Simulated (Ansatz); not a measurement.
Input:

BeO:
```cif
data_Be2O2
_chemical_formula_sum 'Be2 O2'
_space_group_name_H-M_alt 'P63mc'
_space_group_IT_number 186
_space_group_name_Hall 'P 6c -2c'
_cell_length_a 2.69055
_cell_length_b 2.69055
_cell_length_c 4.36964
_cell_angle_alpha 90.000
_cell_angle_beta 90.000
_cell_angle_gamma 120.000
loop_
_atom_site_label
_atom_site_type_symbol
_atom_site_symmetry_multiplicity
_atom_site_Wyckoff_symbol
_atom_site_fract_x
_atom_site_fract_y
_atom_site_fract_z
_atom_site_occupancy
Be1 Be 2 b 0.66667 0.33333 0.49989 1
O1 O 2 b 0.33333 0.66667 0.37761 1
```

This is the r²SCAN-relaxed structure.

Q: All from r²SCAN in the plane-wave PAW code Ansatz, unless another level is named. Predict the band gap.

A: 8.55 eV (direct).

Q: Predict the formation energy from the elements (no fitted shifts).

A: -2.96 eV/atom.

Q: Predict the hole effective mass.

A: 0.38, 3.3, 3.3 mₑ (principal values).

Space group P6_3mc (wurtzite). The r²SCAN relaxation kept the symmetry of its start; phonons on a q-mesh show no instability. The references are the lowest solids computed at this level, not always the standard phases (solids in place of the gases).

Potentials: the later of the program's two PAW sets.
